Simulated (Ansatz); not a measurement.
Fluorite HfO₂, relaxed with r2SCAN. Space group Fm-3m (No. 225), cubic; a = 5.058 Å in the conventional setting, 10.79 Å³ an atom. Around Hf lie 8 O at 2.19 Å; around O lie 4 Hf at 2.19 Å.

```yaml
crystal:
  lattice:
    - [0.00000, 2.52918, 2.52918]
    - [2.52918, 0.00000, 2.52918]
    - [2.52918, 2.52918, 0.00000]
  atoms:
    - { symbol: Hf, position: [0.00000, 0.00000, 0.00000] }
    - { symbol: O, position: [0.25000, 0.25000, 0.25000] }
    - { symbol: O, position: [0.75000, 0.75000, 0.75000] }
```

4 runs of Ansatz 0.2.0 on this cell differ in the functional (and in the settings that go with it). Levels are in eV from each run's valence top; v1 is the last filled band, c1 the first empty one.

Run A, mean stress +1.2 GPa (compression positive):
```
point     v2     v1    c1    c2
    Γ  -0.66  -0.66  5.72  5.72
    X  -1.68   0.00  5.57  7.52
    U  -1.46  -0.36  6.14  7.42
    L  -1.99  -1.99  6.50  6.50
```

Run B, mean stress -0.4 GPa (compression positive):
```
point     v2     v1    c1    c2
    Γ  -0.68  -0.68  5.57  5.57
    X  -1.68   0.00  5.41  7.41
    U  -1.46  -0.37  5.98  7.30
    L  -2.02  -2.02  6.36  6.36
```

Run C, mean stress -0.2 GPa (compression positive):
```
point     v2     v1    c1    c2
    Γ  -0.68  -0.68  6.32  6.32
    X  -1.71   0.00  6.16  8.18
    U  -1.48  -0.37  6.73  8.07
    L  -2.03  -2.03  7.12  7.12
```

Run D, mean stress 0.0 GPa (compression positive):
```
point     v2     v1    c1    c2
    Γ  -0.65  -0.65  4.42  4.42
    X  -1.62   0.00  4.30  6.05
    U  -1.40  -0.35  4.81  5.97
    L  -1.90  -1.90  5.12  5.12
```

Question: Match the runs to r2SCAN, HSE06, DDH-PBE0, PBE0.

Answer: A is DDH-PBE0, B is HSE06, C is PBE0, D is r2SCAN. In order of the gap: r2SCAN 4.30, HSE06 5.41, DDH-PBE0 5.57, PBE0 6.16 eV.

No spin polarisation and no zero-point or thermal motion.

Spin-orbit coupling is left out, which matters wherever the heavy atoms make up the band edges.

The program warns that its thresholds are loose for a hybrid's stress.

The meshes of the hybrids are coarse, so their gaps aren't converged to the digits shown.
